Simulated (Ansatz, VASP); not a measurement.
**CsSnBr3 in two plane-wave programs**

Aim: how closely do two programs agree when they are given the same cell, functional and k mesh?

Method: plane waves, with VASP 6.6.1 beside it; single point at PBE, in Ansatz 0.2.0.

## 1. Set-up

The structure is cubic, space group Pm-3m (No. 221). The conventional cell has a = 5.839 Å, b = 5.839 Å, c = 5.839 Å, α = 90.00°, β = 90.00°, γ = 90.00°. Nearest to Cs lie 12 Br at 4.13 Å. Sn has 6 Br at 2.92 Å nearest. Nearest to Br lie 2 Sn at 2.92 Å and 4 Cs at 4.13 Å. Farther neighbours and most contacts between anions are not listed.

## 2. VASP: single point, PBE

With cell and atoms fixed, the geometry can't cause a difference; cores, projectors, grids and the points listed under the comparison can.

Lines of VASP's logs that name or quote its potential files are left out, and so is its time.

Input file INCAR:

```
SYSTEM = CsSnBr3
PREC = Accurate
ENCUT = 400
EDIFF = 1E-07
NELM = 100
ISMEAR = 0
SIGMA = 0.01
LREAL = .FALSE.
ALGO = Normal
GGA = PE
NBANDS = 28
LORBIT = 11
LWAVE = .FALSE.
LCHARG = .FALSE.
KPAR = 2
```

Input file POSCAR:

```
CsSnBr3
1.0
    5.8390056100      0.0000000000      0.0000000000
    0.0000000000      5.8390056100      0.0000000000
    0.0000000000      0.0000000000      5.8390056100
Cs Sn Br
1 1 3
Direct
    0.0000000000      0.0000000000      0.0000000000
    0.5000000000      0.5000000000      0.5000000000
    0.5000000000      0.0000000000      0.5000000000
    0.5000000000      0.5000000000      0.0000000000
    0.0000000000      0.5000000000      0.5000000000
```

Input file KPOINTS:

```
Automatic mesh
0
Gamma
4 4 4
0 0 0
```

PAW data sets: Cs_sv, Sn_d and Br (PBE family, release 64).

Launch:

```bash
$ mpirun -np 2 vasp_std
```

Numbers of over 12 decimals in the logs are rounded to 6 here.

What it wrote:

```text
[banner, memory and clock lines left out]
running    2 mpi-ranks, on    1 nodes
 distrk:  each k-point on    1 cores,    2 groups
 distr:  one band on    1 cores,    1 groups

 POSCAR found type information on POSCAR CsSnBr
 POSCAR found :  3 types and       5 ions
 LDA part: xc-table for (Slater+PW92), standard interpolation
 POSCAR, INCAR and KPOINTS ok, starting setup
 FFT: planning ... GRIDC
 FFT: planning ... GRID_SOFT
 FFT: planning ... GRID
 WAVECAR not read
 entering main loop
       N       E                     dE             d eps       ncg     rms          rms(c)
DAV:   1     0.351835446454E+03    0.35184E+03   -0.16796E+04   560   0.126E+03
DAV:   2     0.286893186301E+02   -0.32315E+03   -0.31260E+03   672   0.285E+02
DAV:   3    -0.147032824674E+02   -0.43393E+02   -0.42487E+02   644   0.120E+02
DAV:   4    -0.162453860336E+02   -0.15421E+01   -0.15350E+01   712   0.273E+01
DAV:   5    -0.162773443553E+02   -0.31958E-01   -0.31935E-01   712   0.370E+00    0.495E+00
DAV:   6    -0.158028604963E+02    0.47448E+00   -0.83360E-01   772   0.485E+00    0.279E+00
DAV:   7    -0.157645644112E+02    0.38296E-01   -0.37423E-01   732   0.267E+00    0.103E+00
DAV:   8    -0.157727416312E+02   -0.81772E-02   -0.41212E-02   636   0.143E+00    0.170E-01
DAV:   9    -0.157730183790E+02   -0.27675E-03   -0.34020E-03   772   0.410E-01    0.898E-02
DAV:  10    -0.157734321056E+02   -0.41373E-03   -0.81363E-04   644   0.145E-01    0.437E-02
DAV:  11    -0.157734750825E+02   -0.42977E-04   -0.15704E-04   704   0.916E-02    0.918E-03
DAV:  12    -0.157734783819E+02   -0.32994E-05   -0.23167E-05   724   0.340E-02    0.998E-03
DAV:  13    -0.157734780727E+02    0.30923E-06   -0.10735E-06   672   0.602E-03    0.476E-03
DAV:  14    -0.157734777927E+02    0.27997E-06   -0.11740E-06   740   0.877E-03    0.910E-04
DAV:  15    -0.157734778258E+02   -0.33074E-07   -0.63790E-08   488   0.132E-03
   1 F= -.15773478E+02 E0= -.15773478E+02  d E =-.122750E-72
```

Parts of OUTCAR (step 2):

```text
ion  position               nearest neighbor table
   1  0.000  0.000  0.000-
   2  0.500  0.500  0.500-   3 2.92   4 2.92   5 2.92   4 2.92   3 2.92   5 2.92
   3  0.500  0.000  0.500-   2 2.92   2 2.92
   4  0.500  0.500  0.000-   2 2.92   2 2.92
   5  0.000  0.500  0.500-   2 2.92   2 2.92

  LATTYP: Found a simple cubic cell.
 ALAT       =     5.8390056100

 Subroutine GETGRP returns: Found 48 space group operations
 (whereof 48 operations were pure point group operations)

The static configuration has the point symmetry O_h .

 Found     10 irreducible k-points:

   k-points           NKPTS =     10   k-points in BZ     NKDIM =     10   number of bands    NBANDS=     28

   dimension x,y,z NGX =    40 NGY =   40 NGZ =   40
   dimension x,y,z NGXF=    80 NGYF=   80 NGZF=   80

   ENCUT  =  400.0 eV  29.40 Ry    5.42 a.u.   9.52  9.52  9.52*2*pi/ulx,y,z

   NELECT =      44.0000    total number of electrons

 k-points in reciprocal lattice and weights: Automatic mesh
   0.00000000  0.00000000  0.00000000       0.016
   0.25000000  0.00000000  0.00000000       0.094
   0.50000000  0.00000000  0.00000000       0.047
   0.25000000  0.25000000  0.00000000       0.188
   0.50000000  0.25000000  0.00000000       0.188
   0.50000000  0.50000000  0.00000000       0.047
   0.25000000  0.25000000  0.25000000       0.125
   0.50000000  0.25000000  0.25000000       0.188
   0.50000000  0.50000000  0.25000000       0.094
   0.50000000  0.50000000  0.50000000       0.016

 average (electrostatic) potential at core
       1 -49.8644       2-105.6760       3 -63.9287       4 -63.9287       5 -63.9287

 E-fermi :   2.2940

 k-point     1 :       0.0000    0.0000    0.0000
  band No.  band energies     occupation
    ...
     18      -0.8265      2.00000
     19      -0.8265      2.00000
     20      -0.6974      2.00000
     21      -0.6974      2.00000
     22      -0.6974      2.00000
     23       4.4142      0.00000
     24       5.4553      0.00000
     25       5.4553      0.00000
     26       6.1043      0.00000
     27       6.1043      0.00000
    ...

 k-point     2 :       0.2500    0.0000    0.0000
  band No.  band energies     occupation
    ...
     18      -0.9066      2.00000
     19      -0.8960      2.00000
     20      -0.7635      2.00000
     21      -0.7635      2.00000
     22      -0.5930      2.00000
     23       4.9855      0.00000
     24       5.3878      0.00000
     25       5.8451      0.00000
     26       5.9098      0.00000
     27       6.3278      0.00000
    ...

 k-point     3 :       0.5000    0.0000    0.0000
  band No.  band energies     occupation
    ...
     18      -1.0020      2.00000
     19      -0.9621      2.00000
     20      -0.8143      2.00000
     21      -0.8143      2.00000
     22       0.1792      2.00000
     23       3.6506      0.00000
     24       5.8490      0.00000
     25       6.4865      0.00000
     26       6.4977      0.00000
     27       6.5127      0.00000
    ...

  Total        0.9144397      0.9144397      0.9144397      0.0000000      0.0000000     -0.0000000
  in kB        7.3595113      7.3595113      7.3595113      0.0000000      0.0000000     -0.0000000
  external PRESSURE =       7.3595113 kB  Pullay stress =       0.0000000 kB

  energy-cutoff  :      400.00
  volume of cell :      199.07
      direct lattice vectors                 reciprocal lattice vectors
     5.839005610  0.000000000  0.000000000     0.171262038  0.000000000  0.000000000
     0.000000000  5.839005610  0.000000000     0.000000000  0.171262038  0.000000000
     0.000000000  0.000000000  5.839005610     0.000000000  0.000000000  0.171262038

 POSITION                                       TOTAL-FORCE (eV/Angst)
 -----------------------------------------------------------------------------------
      0.00000      0.00000      0.00000         0.000000      0.000000      0.000000
      2.91950      2.91950      2.91950         0.000000      0.000000      0.000000
      2.91950      0.00000      2.91950         0.000000      0.000000      0.000000
      2.91950      2.91950      0.00000         0.000000      0.000000      0.000000
      0.00000      2.91950      2.91950         0.000000      0.000000      0.000000
 -----------------------------------------------------------------------------------
    total drift:                                0.000000      0.000000     -0.000000

  FREE ENERGIE OF THE ION-ELECTRON SYSTEM (eV)
  ---------------------------------------------------
  free  energy   TOTEN  =       -15.7734778258 eV

  energy  without entropy=      -15.7734778258  energy(sigma->0) =      -15.77347783

 total charge
# of ion       s       p       d       tot
------------------------------------------
    1        1.838   4.712   0.012   6.562
    2        1.443   0.561  10.000  12.003
    3        1.613   3.246   0.010   4.868
    4        1.613   3.246   0.010   4.868
    5        1.613   3.246   0.010   4.868
--------------------------------------------------
tot          8.119  15.010  10.040  33.169

[... 3 further parts left out ...]
```

The run ends at a pressure of 0.74 GPa.

## 3. Ansatz: single point, PBE

Ansatz runs on its default PAW (the set named soft_2) files.

The same cell, functional, mesh and smearing now go to Ansatz, which takes its cutoff from its data sets.

Input file input.yaml:

```yaml
crystal:
  lattice:
    - [5.83900561, 0.0, 0.0]
    - [0.0, 5.83900561, 0.0]
    - [0.0, 0.0, 5.83900561]
  atoms:
    - { symbol: Cs, position: [0.0, 0.0, 0.0] }
    - { symbol: Sn, position: [0.5, 0.5, 0.5] }
    - { symbol: Br, position: [0.5, 0.0, 0.5] }
    - { symbol: Br, position: [0.5, 0.5, 0.0] }
    - { symbol: Br, position: [0.0, 0.5, 0.5] }
hamiltonian:
  xc: pbe
  pseudopotentials: { kind: paw }
kpoints:
  mp_grid: { grid: [4, 4, 4] }
scf:
  occupations: { method: gaussian, width: 0.01 }
  n_extra_bands: 5
output:
  forces: true
  stress: true
  eigenvalues: true
  write_density: true
  write_potential: true
  elf: true
  volumetric_format: npy
```

Launch:

```bash
$ ansatz run input.yaml --threads 2 --pin off --max-ram 4608MiB --backend cpu --events-out ev --progress --plain --runs-dir out
```

What it wrote:

```text
scf.n_extra_bands = 5 over 22 filled bands (N_el = 44.0): the run solves 27 bands
Engine: ansatz 0.2.0, aarch64-unknown-linux-gnu
Pseudopotentials: kind: paw
Pseudopotential: Cs, paw, valence charge 9, recommended cutoff 420 eV (normal), Cs.paw.azcp
Pseudopotential: Sn, paw, valence charge 14, recommended cutoff 420 eV (normal), Sn.paw.azcp
Pseudopotential: Br, paw, valence charge 7, recommended cutoff 420 eV (normal), Br.paw.azcp
Functional definition: PBE
  parameter kappa = 0.804
  parameter beta = 0.066725
  exchange = pbe_x(kappa = kappa, mu = beta*pi^2/3)
  correlation = pbe_c(beta = beta)
Crystal: 5 atoms, lattice volume = 199.075 Å³
Basis set: ecut = 420 eV, 3887 PW (Γ), exchange–correlation on 80×80×80 points (8 copies of the dense FFT grid, shifted against one another)
Bands: 27, of which v1, the nominal top of the filled ones, is band 22 counted from 1 (21 counted from 0)
Symmetry: 48 space group operations
Space group: Pm-3m (ITA 221), of the structure as read, at distance tolerance 5.8e-5 Å
k-points: 10 of 64
Non-local potential: Cs, projectors of the file, l = 0: 3, l = 1: 2, l = 2: 2, l = 3: 2
Non-local potential: Sn, projectors of the file, l = 0: 2, l = 1: 2, l = 2: 2, l = 3: 2
Non-local potential: Br, projectors of the file, l = 0: 2, l = 1: 2, l = 2: 2
PAW form: soft (Blöchl's): semilocal exchange-correlation on the pseudo side does not see the compensation charge
PAW one-centre angular grid: Cs, 194 points (default); XC on 64 Gauss nodes
PAW one-centre angular grid: Sn, 590 points (default); XC on 64 Gauss nodes
PAW one-centre angular grid: Br, 110 points (default); XC on 64 Gauss nodes
Initial density: superposition of atomic densities (neutral atoms: chi_scale 0, normalization atom), corrected by the library's trained network
Initial wavefunctions: pseudopotential atomic-orbital guess
Functional: x = pbe(κ = 0.804, μ = 0.219515), c = pbe(β = 0.066725)
SCF iter   1: F=—  HF=-20050.677287 eV  |F-HF|=—  |Δ(HF+E_count)|=         —  Δρ=1.30e-3  dr2=8.12e-3  ethr=1.77e-3  ⟨swp⟩=8.0  Hψ=1432  notcnv=0
preconditioner: auto → Resta (q_TF=auto, 2.121 Å⁻¹)  ε∞=3.7  [insulator: Δε(μ)=0.518 eV  Ē_g=8.230 eV  σ=0.010 eV  W_gap=1.00  n_scr=26 (ndim 8)  ℏωp=13.4 eV  f_vac=0.047  D(μ)=0.00/eV (n_scr^D=0)  ε∞_Penn≈3.7]
SCF iter   2: F=—  HF=-20050.676304 eV  |F-HF|=—  |Δ(HF+E_count)|=   9.83e-4  Δρ=6.99e-4  dr2=2.47e-3  ethr=1.85e-5  ⟨swp⟩=2.9  Hψ=513  notcnv=0  defer=10
SCF iter   3: F=—  HF=-20050.675677 eV  |F-HF|=—  |Δ(HF+E_count)|=   6.27e-4  Δρ=2.01e-4  dr2=1.63e-4  ethr=5.62e-6  ⟨swp⟩=3.3  Hψ=624  notcnv=0  defer=10
SCF iter   4: F=—  HF=-20050.675623 eV  |F-HF|=—  |Δ(HF+E_count)|=   5.40e-5  Δρ=7.33e-5  dr2=3.32e-5  ethr=3.70e-7  ⟨swp⟩=2.8  Hψ=461  notcnv=0  defer=10
SCF iter   5: F=—  HF=-20050.675596 eV  |F-HF|=—  |Δ(HF+E_count)|=   2.72e-5  Δρ=2.43e-5  dr2=2.86e-6  ethr=7.55e-8  ⟨swp⟩=2.1  Hψ=404  notcnv=0  defer=10
SCF iter   6: F=-20050.675596 eV  HF=-20050.675596 eV  |F-HF|=7.92e-8  |Δ(HF+E_count)|=   5.08e-7  Δρ=5.19e-6  dr2=6.98e-8  ethr=2.27e-10  ⟨swp⟩=14.1  Hψ=2414  notcnv=0
SCF 1 converged in 6 iterations: F = -20050.675596 eV  dr2 = 6.98e-8
  greatest PAW one-centre occupation: 0.993 electrons in one spin orbital (limit 2), on the Sn atom at site 1 (counted from 0), in its partial waves of l = 2
SCF converged after 6 iterations
Free energy (F): -20050.675596 eV
Harris-Foulkes:  -20050.675596 eV  (|F-HF|=7.92e-8)
Internal energy: -20050.675596 eV  (E = F + TS)
E sigma→0 (E₀):  -20050.675596 eV
Fermi energy:    4.790568 eV
--- Per-component energies (eV) ---
  E_band       = -288.743824
  E_kinetic    = 726.630188
  E_local      = -2535.018135  (includes V_loc(G=0)·N_el)
  E_nonlocal   = 207.864232
  E_hartree    = 1124.243434
  E_xc         = -1351.479245
  E_vxc        = -533.913635  (∫ρ·V_xc dr)
  E_paw        = -15938.106293  (= ΣΔE_a)
  E_vpaw       = -402.792772  (= ΣTr[D̂ρ^β])
  E_aug_tail   = -0.000002  (compensation charges beyond the density's cutoff)
  E_ewald      = -2284.809775
  E_smearing   = -0.000000  (= −TS)
  E_closure    = -0.000000  (closes the sum)
  Σ components = -20050.675596   (vs F -20050.675596, Δ=0.00e0)
--- Forces (eV/Å), atoms counted from 1 ---
  atom   1  Cs    -0.00000000     0.00000000     0.00000000
  atom   2  Sn     0.00000000    -0.00000000    -0.00000000
  atom   3  Br    -0.00000000    -0.00000000     0.00000000
  atom   4  Br    -0.00000000    -0.00000000    -0.00000000
  atom   5  Br     0.00000000    -0.00000000     0.00000000
  max |Σ_I F_I| component: 9.98e-29 eV/Å
--- Stress (GPa, compression-positive) ---
        0.767593       0.000000       0.000000
       -0.000000       0.767593       0.000000
        0.000000       0.000000       0.767593
  P = ⅓ Tr σ = 0.7676 GPa (7.676 kbar)
--- Band table (eV; the first three rows and the last of 10) ---
  k-point 0: bands = [... 18 lower, 1.5416, 1.6728, 1.6728, 1.6728, 6.7871, 7.8276, 7.8276, 8.4760, ... 1 higher]
  k-point 1: bands = [... 18 lower, 1.4730, 1.6066, 1.6066, 1.7785, 7.3582, 7.7611, 8.2153, 8.2806, ... 1 higher]
  k-point 2: bands = [... 18 lower, 1.4077, 1.5559, 1.5559, 2.5529, 6.0224, 8.2215, 8.8557, 8.8695, ... 1 higher]
  k-point 9: bands = [... 18 lower, 2.0391, 2.0391, 2.0391, 4.5423, 5.0390, 5.0390, 5.0390, 8.2729, ... 1 higher]
```

The job ended after 4.9 s (2 threads of Arm Neoverse N1, shared host; peak memory 0.44 GiB; 8.4 s of CPU time).

The run ends at a pressure of 0.77 GPa.

## 4. Differences

Known differences besides the potentials themselves: the cutoff is 420 eV in Ansatz and 400 eV in VASP; VASP leaves aspherical gradient terms in its spheres out (LASPH is not set), Ansatz keeps them. Total energies have different zeros and are not compared.

Compared:

```csv
quantity,Ansatz,VASP,difference
pressure (GPa),0.77,0.74,+0.03
gap on the k mesh (eV),0.497,0.499,-0.002
```

A gap on the mesh is an upper bound, since the band edges may lie between its points. Ansatz's pressure holds a Pulay correction of 0.01 GPa; VASP's holds none.

## 5. Outcome

| Quantity | Value |
| --- | --- |
| difference in gap on the k mesh (single point, PBE) | -0.0024 eV |

What this shows: The difference in gap on the k mesh is -0.0024 eV (single point, PBE), within the 0.08 eV picked in this series as the mark of a large difference. Such differences can come from data sets, numerical settings and the points named under the comparisons, not from the functional's error against experiment.

[Lines on the potential files, build, host, timing and source positions are cut from VASP's logs without a mark.]

[Logs are printed without paths, hosts, clocks, repeated set-up lines and the standing remarks that a program may print on its own settings, such as how far it seeks lower states.]

[Hosts, paths, dates, database ids (printed as entryN), source tags and the programs' standing remarks are cut or masked in the printed files.]
